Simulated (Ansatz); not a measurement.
A run of Ansatz 0.2.0:

input

```
crystal:
  lattice:
    - [0.0, 3.2319988239, 3.2319988239]
    - [3.2319988239, 0.0, 3.2319988239]
    - [3.2319988239, 3.2319988239, 0.0]
  atoms:
    - { symbol: Te, position: [0.25, 0.25, 0.25] }
    - { symbol: Mg, position: [0.0, 0.0, 0.0] }
hamiltonian:
  xc: { exchange: pbe, correlation: pbe, exx: { coeff: 0.25, omega: 0.3 } }
  pseudopotentials: { kind: paw }
kpoints:
  mp_grid: { grid: [4, 4, 4] }
scf:
  occupations: { method: fermi_dirac, width: 0.05 }
output:
  forces: true
  stress: true
  eigenvalues: true
relax:
  f_tol: 0.01
  max_steps: 40
  cell: { stress_tol: 0.05 }
```

Hardware: 1 × NVIDIA H100 80GB HBM3 with 2 threads of AMD EPYC 7R13 Processor (Zen 3), on a shared host.

Question: How long does it take, and how much memory?

Answer: Wall time 44 s on 1 × NVIDIA H100 80GB HBM3 with 2 threads of AMD EPYC 7R13 Processor (Zen 3), with other jobs on the host, peak memory 1.5 GiB. Counts: scf iterations 50, plane waves 1363, k points 8, bands 17, ion steps 4.
